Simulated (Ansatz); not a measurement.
# Clamped-ion strain scan in InP

Theory: DFT PBEsol, scalar-relativistic, plane waves, PAW in Ansatz 0.2.0. Cutoff 420 eV, Γ-centred 8×8×8 k-points, Gaussian smearing of 0.05 eV. No spin polarisation. Energies are free energies at this smearing, counted from the undisturbed cell; pressure is positive in compression.

The starting cell (as given, not relaxed at this level; it stands at 0.6 GPa):

```
In P
1.0
     0.00000    2.93050    2.93050
     2.93050    0.00000    2.93050
     2.93050    2.93050    0.00000
In P
1 1
Direct
  0.00000 0.00000 0.00000
  0.75000 0.75000 0.75000
```

The cell is strained by ε times the Voigt pattern (1, 1, 0, 0, 0, 0) (xx, yy, zz, yz, xz, xy; engineering shear) with fractional coordinates fixed.

```
      ε  ΔE (meV/atom) stress summed along the pattern (GPa, tension positive) pressure (GPa) gap on the mesh (eV)
-0.1500          801.6                                                   -92.88            45.0                  0.15
-0.1125          418.1                                                   -58.88            28.0                  0.61
-0.0750          175.3                                                   -33.54            15.7                  1.01
-0.0375           43.9                                                   -14.82             6.9                  0.95
 0.0000            0.0                                                    -1.20             0.6                  0.62
 0.0375           23.8                                                        ?            -3.7                     ?
 0.0750           98.2                                                    15.04            -6.6                  0.22
 0.1125          210.4                                                    19.42               ?                     ?
 0.1312          277.0                                                    20.92            -9.1                  0.24
 0.1500              ?                                                        ?            -9.5                  0.25
```

(1) Give the withheld values.

Results:

(1) stress summed along the pattern (GPa, tension positive) at ε = 0.0375: 8.49; gap on the mesh (eV) at ε = 0.0375: 0.11; pressure (GPa) at ε = 0.1125: -8.4; gap on the mesh (eV) at ε = 0.1125: 0.23; ΔE (meV/atom) at ε = 0.1500: 349.4; stress summed along the pattern (GPa, tension positive) at ε = 0.1500: 22.05.

Cost: 10 runs of about 1.3 core-minutes in all, on Intel Xeon Processor @ 2.50GHz (Skylake/Cascade Lake) (shared hosts).